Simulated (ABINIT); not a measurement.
## SnO2 (Cassiterite) in ABINIT: the effect of target pressure

Crystal: SnO2 (Cassiterite).

```xyz
6
Lattice="4.7380 0.0000 0.0000 0.0000 4.7380 0.0000 0.0000 0.0000 3.1865" Properties=species:S:1:pos:R:3 pbc="T T T"
Sn    2.3690    2.3690    1.5933
Sn    0.0000    0.0000    0.0000
O     3.8240    0.9140    1.5933
O     3.2830    3.2830    0.0000
O     0.9140    3.8240    1.5933
O     1.4550    1.4550    0.0000
```

Alike in all runs:

| Item | Value |
| --- | --- |
| Program | ABINIT 10.8.3 (patched build) |
| Task | relaxation of cell and atoms |
| Functional | PBE |
| Potentials or basis | JTH PAW PBE v2.0 |
| Cutoff | 626 eV |
| k mesh | 3 × 3 × 4 |
| Occupations | fermi-dirac, width 0.05 eV |
| Spin | no spin polarisation |

Each run relaxes the cell or the atoms first.

Task: One run gave: relaxed volume 11.42 Å³/atom; gap on the mesh 1.70 eV. Which target pressure did it use?
A. 30 GPa
B. 0 GPa
C. 5 GPa
D. 20 GPa
E. 10 GPa

Result: D.

```tsv
target pressure	relaxed volume (Å³/atom)	gap on the mesh (eV)
0 GPa	12.53	0.71
5 GPa	12.19	0.98
10 GPa	11.90	1.23
20 GPa	11.42	1.70
30 GPa	11.02	2.13
```

Caveats: all runs use coarse meshes; spin-orbit coupling is left out, which moves the levels of the heavy elements; the atomic spheres overlap.

